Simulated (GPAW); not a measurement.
Cs in GPAW: convergence with smearing width (eV)

Input of the first run (smearing width (eV) 0.5); the others differ in this setting and in those tied to it:

run.py

```python
from ase.dft.bandgap import bandgap
from ase.io import read, write
from ase.units import GPa
from gpaw import GPAW, PW

atoms = read('Cs.xyz')

calc = GPAW(mode=PW(600),
            xc='LDA',
            kpts={'size': (5, 5, 5), 'gamma': True},
            occupations={'name': 'fermi-dirac', 'width': 0.5},
            nbands=11,
            convergence={'density': 1e-05, 'energy': 1e-05},
            maxiter=100,
            txt='gpaw.txt')
atoms.calc = calc
energy = atoms.get_potential_energy()
forces = atoms.get_forces()
stress = atoms.get_stress()
calc.write('gs.gpw')
write('result.traj', atoms)
print(f'Energy: {energy:.6f} eV')
print('Forces (eV/A):')
print(forces.round(4))
print('Stress (GPa):', (stress / GPa).round(3))
print('Fermi level:', round(calc.get_fermi_level(), 4), 'eV')
print(f'Gap: {bandgap(calc)[0]:.4f} eV, direct: {bandgap(calc, direct=True)[0]:.4f} eV')
```

The input Cs.xyz:

```xyz
1
Lattice="-2.7500754600 2.7500754600 4.0972389800 2.7500754600 -2.7500754600 4.0972389800 2.7500754600 2.7500754600 -4.0972389800" Properties=species:S:1:pos:R:3 pbc="T T T"
Cs     0.0000000000      0.0000000000      0.0000000000
```

Potentials or basis: the program's PAW data sets (release 1.2.1) made for this functional, pw.

Run with:

```console
$ OMP_NUM_THREADS=1 python run.py
```

This isn't the form of Cs at room conditions, which is bcc.

Hardware: 1 thread of Arm Neoverse V1 (shared host).

Q: The values tried are 0.5, 0.3, 0.2, 0.15, 0.1, 0.05, 0.025, 0.01, loosest first. From which on does the pressure stay within 0.1 GPa of the tightest run that finished?

A: From 0.3 on.

```
smearing width (eV)  energy less the tightest run, at zero smearing (meV/atom)  pressure (GPa)  SCF cycles  CPU time (s)  peak memory (GiB)
                0.5                                                      -1.80           -0.28          15            17               0.17
                0.3                                                      16.66           -0.37          10            13               0.17
                0.2                                                      12.60           -0.40           9            12               0.17
               0.15                                                       8.10           -0.41           9            12               0.17
                0.1                                                       2.58           -0.42           9            11               0.17
               0.05                                                      -0.29           -0.43           9            12               0.17
              0.025                                                      -0.29           -0.43           9            11               0.17
               0.01                                                       0.00           -0.43           9            11               0.17
```

Against the tightest run, the energy stays within 1 meV/atom from 0.05 on. Narrower smearing needs a denser k mesh, so at a fixed mesh the narrowest width isn't the most accurate. The tightest run that finished is the yardstick and may itself not be fully converged.

Spin-orbit coupling is left out, which matters for the levels of Cs.
